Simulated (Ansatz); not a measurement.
Co: pressure against volume

Co, Fm-3m, a = 3.512 Å. This isn't the element's structure at ambient conditions. Ansatz: r2SCAN, PAW, 500 eV, Γ-centred 20×20×20 mesh on 1 atom, Gaussian smearing 0.10 eV; collinear spin, largest moment 1.9 μB. Symmetry fixes shape and atoms, so the cell is only scaled; pressure is positive in compression.

| V (Å³/atom) | P (GPa) |
| --- | --- |
| 10.183 | 15.30 |
| 10.508 | 7.04 |
| 10.833 | -0.03 |
| 11.158 | ? |
| 11.483 | -10.97 |

**Question.** Take V0 = 10.833 Å³/atom, count pressures from its P0 = -0.03 GPa, fit the third-order Birch–Murnaghan form to the other rows, and predict the missing pressure.

**Answer.** With the Eulerian strain f = ½[(V0/V)^(2/3) − 1] and y = (P − P0)/[3f(1 + 2f)^(5/2)], the form is the line y = B0 + 1.5 B0 (B0′ − 4) f. Rows (f, y): 0.02106, 218.9; 0.01026, 218.3; -0.01905, 210.9. Means f = 0.004090, y = 216.03; Σ(Δf)² = 0.0008615, ΣΔfΔy = 0.1814; the slope is their ratio. y = 215.2 + 210.6 f GPa, so B0 = 215.2 GPa and B0′ = 4 + 2 × (210.6)/(3 × 215.2) = 4.65. At V = 11.158, f = -0.00976, y = 213.14 and P = -5.97 GPa. The run gave -5.99 GPa, so the fit is 0.02 GPa too high, within the rms miss on the fitted rows (0.04 GPa).

The state reached may not be the lowest one.

Cost: 5 runs of about 2.9 core-minutes in all, on Arm Neoverse V1 (shared hosts).